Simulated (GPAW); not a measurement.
The system is HfN.

```
CELL_PARAMETERS angstrom
0.00000 2.45482 2.45482
2.45482 0.00000 2.45482
2.45482 2.45482 0.00000
ATOMIC_POSITIONS crystal
Hf 0.00000 0.00000 0.00000
N 0.25000 0.25000 0.25000
```

The cell comes from a database or a generator and needn't be the stable form of this composition.

Base run:

```yaml
Program: GPAW 26.7.0
Functional: r2SCAN
Potentials_or_basis: GPAW PAW data sets (gpaw-data 1.2.1)
Cutoff: 800 eV
Basis: pw
k_mesh: 9 × 9 × 9
Occupations: fermi-dirac, width 0.05 eV
Spin: no spin polarisation
```

Its results: pressure -1.8 GPa.

Problem. After a change of settings the same cell gave: pressure -4.2 GPa. Which change was it?
A. functional from r2SCAN to TPSS
B. functional from r2SCAN to PBEsol; potentials or basis from GPAW PAW data sets (gpaw-data 1.2.1) to PAW data sets generated in the run's folder for this functional
C. functional from r2SCAN to LDA; potentials or basis from GPAW PAW data sets (gpaw-data 1.2.1) to the program's PAW data sets (release 1.2.1) made for this functional

Solution. B.

Caveats: the PAW data sets were made with another functional, which shifts forces and pressure a little (some runs).

Not every run made on this cell is shown here.
